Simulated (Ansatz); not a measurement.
## Hf (Fm-3m), two-dimensional strain map

All numbers below come from Ansatz, DFT PBE, scalar-relativistic, plane waves, PAW. Cutoff 420 eV, Γ-centred 18×18×18 k-points, Gaussian smearing of 0.15 eV. Spin–orbit coupling is left out, which can shift energies with elements as heavy as these. No spin polarisation. Energies are free energies at this smearing, counted from the undisturbed cell; pressure is positive in compression.

Reference structure (as given, not relaxed at this level; it stands at 3.2 GPa; this fcc form isn't the usual structure):

```xyz
1
Lattice="0.0000 2.2200 2.2200 2.2200 0.0000 2.2200 2.2200 2.2200 0.0000" Properties=species:S:1:pos:R:3 pbc="T T T"
Hf    0.0000    0.0000    0.0000
```

The cell is strained by p along both x and y and by q along z, fractional coordinates fixed. Points are written (p, q).

Energy above the undisturbed cell in meV/atom (a dash: not computed):

```
 p \ q  -0.080  -0.040  0.000  0.040  0.080
-0.080   631.5   447.1  311.8  218.4  161.8
-0.040   294.6       –   91.7      –   37.2
 0.000   105.6       –    0.0      –   24.2
 0.080    55.4       –  110.6      –  255.5
```

Pressure in GPa:

```
 p \ q  -0.080  -0.040  0.000  0.040  0.080
-0.080    45.7    35.9   27.6   20.5   14.4
-0.040    27.4       –   13.7      –    3.6
 0.000    13.8       –    3.2      –   -4.4
 0.080    -4.0       –  -10.2      –  -14.5
```